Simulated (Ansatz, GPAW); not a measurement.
## A script for KBr (GLLB-SC)

These are simulated results from GPAW 26.7.0, not measurements. The cell was built from a prototype and was relaxed with r2SCAN in plane waves (Ansatz 0.2.0). Not every such cell is a known phase. All runs are without spin polarisation.

Space group F-43m (No. 216), cubic; conventional cell a = 7.377 Å, 50.17 Å³ an atom. K has 4 Br at 3.19 Å; Br has 4 K at 3.19 Å.

GLLB-SC is a model potential. Its fundamental gap is the Kohn-Sham gap plus a derivative discontinuity, which the script evaluates at the band edges among the listed k points. Its total energy isn't variational and serves nothing here.

run.py reads:

```python
import json
from ase import Atoms
from gpaw import GPAW, PW, FermiDirac

atoms = Atoms(['K', 'Br'],
              cell=[[0.0, 3.68829929, 3.68829929], [3.68829929, 0.0, 3.68829929], [3.68829929, 3.68829929, 0.0]],
              scaled_positions=[[0.0, 0.0, 0.0], [0.25, 0.25, 0.25]],
              pbc=True)
calc = GPAW(mode=PW(400), xc='GLLBSC', kpts={'size': (4, 4, 4), 'gamma': True},
            occupations=FermiDirac(0.02), maxiter=100, legacy_gpaw=True, txt='gpaw.txt')
atoms.calc = calc
res = {'energy': atoms.get_potential_energy(force_consistent=True)}
res['electrons'] = calc.get_number_of_electrons()
res['k'] = calc.get_ibz_k_points().tolist()
res['levels'] = [calc.get_eigenvalues(kpt=i).tolist() for i in range(len(res['k']))]
points = [[0.0, 0.0, 0.0], [-0.5, -0.5, 0.0], [-0.375, -0.375, 0.25], [-0.375, 0.0, 0.375], [0.0, 0.0, 0.5], [-0.5, -0.25, 0.25], [0.0, 0.229167, -0.25]]
bands = calc.fixed_density(kpts=points, symmetry='off', nbands=round(res['electrons']) // 2 + 6, convergence={'bands': -2}, txt='bands.txt')
res['points'] = [bands.get_eigenvalues(kpt=i).tolist() for i in range(len(points))]
homo, lumo = bands.get_homo_lumo()
potential = calc.hamiltonian.xc.response.calculate_discontinuity_potential(homo, lumo)
res['discontinuity'] = bands.hamiltonian.xc.response.calculate_discontinuity(potential)
json.dump(res, open('results.json', 'w'))
print('free energy (eV):', round(res['energy'], 5))
```

Command: `python run.py`. It took 9.5 s on 1 thread of Arm Neoverse V2, with other jobs on the host, peak memory 0.17 GiB.

The log gpaw.txt, trimmed of paths, versions and times, then the last line on the terminal. An iter line gives the energy in eV and the logarithms of the changes of orbitals (plane waves alone) and density (c: converged):

```
___ ___ ___ _ _ _
 |   |   |_  | | | |

 | | | | | . | | | |

 |__ |  _|___|_____|  26.7.0
 |___|_|

Input parameters:
  kpts: {gamma: True,
         size: (4, 4, 4)}
  maxiter: 100
  mode: {ecut: 400.0,
         name: pw}
  occupations: {fixmagmom: False,
                name: fermi-dirac,
                width: 0.02}
  xc: GLLBSC

System changes: positions, numbers, cell, pbc, initial_charges, initial_magmoms

Initialize ...

species:
  K:
    name:    Potassium
    Z:       19.0
    valence: 9
    core:    10
    charge:  0.0  # [|e|]
    compensation charges:
      type: gauss
      rc: 0.35  # [Å]
      lmax: 2
    cutoffs:
      filter: 1.91  # [Å]
      core: 1.27  # [Å]
    projectors
    | kind |    occ | energy [eV] | rcut [Å] |

    |------|--------|-------------|----------|

    |   3s |  2.000 |     -35.517 |    1.122 |

    |   4s |  1.000 |      -3.176 |    1.122 |

    |   3p |  6.000 |     -18.819 |    1.106 |

    |    p |        |       8.392 |    1.106 |

    |    d |        |       0.000 |    0.937 |

    Using partial waves for K as LCAO basis

  Br:
    name:    Bromine
    Z:       35.0
    valence: 7
    core:    28
    charge:  0.0  # [|e|]
    compensation charges:
      type: gauss
      rc: 0.35  # [Å]
      lmax: 2
    cutoffs:
      filter: 1.98  # [Å]
      core: 2.38  # [Å]
    projectors
    | kind |    occ | energy [eV] | rcut [Å] |

    |------|--------|-------------|----------|

    |   4s |  2.000 |     -23.401 |    1.111 |

    |   4p |  5.000 |     -11.410 |    1.111 |

    |    s |        |       3.810 |    1.111 |

    |    p |        |      15.801 |    1.111 |

    |    d |        |       0.000 |    1.111 |

    Using partial waves for Br as LCAO basis

Reference energy: -87214.627607  # eV

Spin-paired calculation

Convergence criteria:
 Maximum [total energy] change in last 3 cyles: 0.0005 eV / valence electron
 Maximum integral of absolute [dens]ity change: 0.0001 electrons / valence electron
 Maximum integral of absolute [eigenst]ate change: 4e-08 eV^2 / valence electron
 Maximum number of scf [iter]ations: 100
 (Square brackets indicate name in SCF output, whereas a 'c' in
 the SCF output indicates the quantity has converged.)

Symmetries present (total): 24

  ( 1  0  0)  ( 1  0  0)  ( 1  0 -1)  ( 1  0 -1)  ( 1 -1  0)  ( 1 -1  0)
  ( 0  1  0)  ( 0  0  1)  ( 0  1 -1)  ( 0  0 -1)  ( 0 -1  1)  ( 0 -1  0)
  ( 0  0  1)  ( 0  1  0)  ( 0  0 -1)  ( 0  1 -1)  ( 0 -1  0)  ( 0 -1  1)

  ( 0  1  0)  ( 0  1  0)  ( 0  1 -1)  ( 0  1 -1)  ( 0  0  1)  ( 0  0  1)
  ( 1  0  0)  ( 0  0  1)  ( 1  0 -1)  ( 0  0 -1)  ( 1  0  0)  ( 0  1  0)
  ( 0  0  1)  ( 1  0  0)  ( 0  0 -1)  ( 1  0 -1)  ( 0  1  0)  ( 1  0  0)

  ( 0  0 -1)  ( 0  0 -1)  ( 0 -1  1)  ( 0 -1  1)  ( 0 -1  0)  ( 0 -1  0)
  ( 1  0 -1)  ( 0  1 -1)  ( 1 -1  0)  ( 0 -1  0)  ( 1 -1  0)  ( 0 -1  1)
  ( 0  1 -1)  ( 1  0 -1)  ( 0 -1  0)  ( 1 -1  0)  ( 0 -1  1)  ( 1 -1  0)

  (-1  1  0)  (-1  1  0)  (-1  0  1)  (-1  0  1)  (-1  0  0)  (-1  0  0)
  (-1  0  1)  (-1  0  0)  (-1  1  0)  (-1  0  0)  (-1  1  0)  (-1  0  1)
  (-1  0  0)  (-1  0  1)  (-1  0  0)  (-1  1  0)  (-1  0  1)  (-1  1  0)

64 k-points: 4 x 4 x 4 Monkhorst-Pack grid + [1/8,1/8,1/8]
8 k-points in the irreducible part of the Brillouin zone
       k-points in crystal coordinates                weights
   0:     0.00000000    0.00000000    0.00000000          1/64
   1:     0.25000000    0.25000000    0.00000000          6/64
   2:     0.25000000    0.25000000    0.25000000          8/64
   3:     0.50000000    0.25000000   -0.25000000          6/64
   4:     0.50000000    0.25000000    0.25000000         12/64
   5:     0.50000000    0.50000000    0.00000000          3/64
   6:     0.50000000    0.50000000    0.25000000         24/64
   7:     0.50000000    0.50000000    0.50000000          4/64

Wave functions: Plane wave expansion
  Cutoff energy: 400.000 eV
  Number of coefficients (min, max): 1772, 1847
  Pulay-stress correction: 0.000000 eV/Ang^3 (de/decut=0.000000)
  Using FFTW library
  ScaLapack parameters: grid=1x1, blocksize=None
  Wavefunction extrapolation:
    Improved wavefunction reuse through dual PAW basis

Occupation numbers: Fermi-Dirac:
  width: 0.0200  # eV

Eigensolver
   Davidson(niter=2)

Densities:
  Coarse grid: 25*25*25 grid
  Fine grid: 50*50*50 grid
  Total Charge: 0.000000

Density mixing:
  Method: separate
  Backend: msr1
  Linear mixing parameter: 0.05
  old densities: 10
  Width of damping distribution: 1.1
  Damping of long wavelength oscillations: 20

Hamiltonian:
  XC and Coulomb potentials evaluated on a 50*50*50 grid
  Using the GLLBSC Exchange-Correlation functional
  External potential:
    NoExternalPotential

XC parameters: GLLBSC functional being used consists of
  -----------------------------------------------------------------------
  | Weight | Module     | Description                                   |

  -----------------------------------------------------------------------
  |  1.000 | SCREENING  | GGA_X_PBE_SOL with 2 nearest neighbor stencil |

  |  1.000 | RESPONSE   | eps=0.0500 eV                                 |

  |  1.000 | XC         | GGA_C_PBE_SOL with 2 nearest neighbor stencil |

  -----------------------------------------------------------------------

Memory estimate:
  Process memory now: 112.39 MiB
  Calculator: 15.37 MiB
    Density: 7.90 MiB
      Arrays: 3.10 MiB
      Localized functions: 2.41 MiB
      Mixer: 2.38 MiB
    Hamiltonian: 2.08 MiB
      Arrays: 2.03 MiB
      XC: 0.00 MiB
      Poisson: 0.00 MiB
      vbar: 0.06 MiB
    Wavefunctions: 5.39 MiB
      Arrays psit_nG: 2.03 MiB
      Eigensolver: 0.41 MiB
      Projections: 0.03 MiB
      Projectors: 2.11 MiB
      PW-descriptor: 0.82 MiB

Total number of cores used: 1

Number of atoms: 2
Number of atomic orbitals: 9
Number of bands in calculation: 9
Number of valence electrons: 16
Bands to converge: occupied

... initialized

Initializing position-dependent things.

Density initialized from atomic densities
Creating initial wave functions:
  9 bands from LCAO basis set
Positions:
   0 K      0.000000    0.000000    0.000000    ( 0.0000,  0.0000,  0.0000)
   1 Br     1.844150    1.844150    1.844150    ( 0.0000,  0.0000,  0.0000)

Unit cell:
           periodic     x           y           z      points  spacing
  1. axis:    yes    0.000000    3.688299    3.688299    25     0.1704
  2. axis:    yes    3.688299    0.000000    3.688299    25     0.1704
  3. axis:    yes    3.688299    3.688299    0.000000    25     0.1704

  Lengths:   5.216043   5.216043   5.216043
  Angles:   60.000000  60.000000  60.000000

Effective grid spacing dv^(1/3) = 0.1859

iter:   1    -8.126245
iter:   2    -7.657698   -1.35  -1.24
iter:   3    -6.783913   -1.38  -1.27
iter:   4    -6.641144   -2.25  -1.37
iter:   5    -6.489358   -2.08  -1.41
iter:   6    -6.401591   -2.88  -1.87
iter:   7    -6.389147   -3.73  -2.13
iter:   8    -6.380093   -3.88  -2.16
iter:   9    -6.381854   -5.04  -3.01
iter:  10    -6.382813c  -5.84  -3.30
iter:  11    -6.382686c  -6.43  -3.55
iter:  12    -6.382632c  -7.11  -4.19c
iter:  13    -6.382660c  -8.54c -4.72c

Converged after 13 iterations.

Energy contributions relative to reference atoms: (reference = -87214.627607)

Kinetic:         +8.543400
Potential:       -6.725081
External:        +0.000000
XC:              -7.444869
Entropy (-ST):   -0.000000
Local:           -0.756110
SIC:             +0.000000
--------------------------
Free energy:     -6.382660
Extrapolated:    -6.382660

GLLBSC response reference energy: -5.03174 eV (from HOMO)

Showing only first 2 kpts
 Kpt  Band  Eigenvalues  Occupancy
  0     6     -5.04412    2.00000
  0     7     -5.04412    2.00000
  0     8      0.86840    0.00000

  1     6     -5.04310    2.00000
  1     7     -5.04309    2.00000
  1     8      1.93583    0.00000

Fermi level: -3.04730

Gap: 5.900 eV
Transition (v -> c):
  (s=0, k=4, n=7, [0.50, 0.25, 0.25]) -> (s=0, k=0, n=8, [0.00, 0.00, 0.00])
Direct/indirect transitions are different
Direct gap: 5.913 eV
Transition at: (s=0, k=0, n=7, [0.00, 0.00, 0.00])

free energy (eV): -6.38266
```

The gap in the log is over the mesh alone; results.json adds the listed points. GLLB-SC gives a gap of 9.44 eV (5.900 eV Kohn-Sham over the listed points plus 3.541 eV discontinuity). On the same cell, plane-wave PBE (Ansatz, 6×6×6 k points and the special points) gives a gap of 4.28 eV and r2SCAN a gap of 4.84 eV; on shared hosts these took about 2.3 and 5.9 core-seconds on the 2-atom cell, against 9.5 for the script. Semilocal gaps usually lie below measured ones.

Spin-orbit coupling is left out.
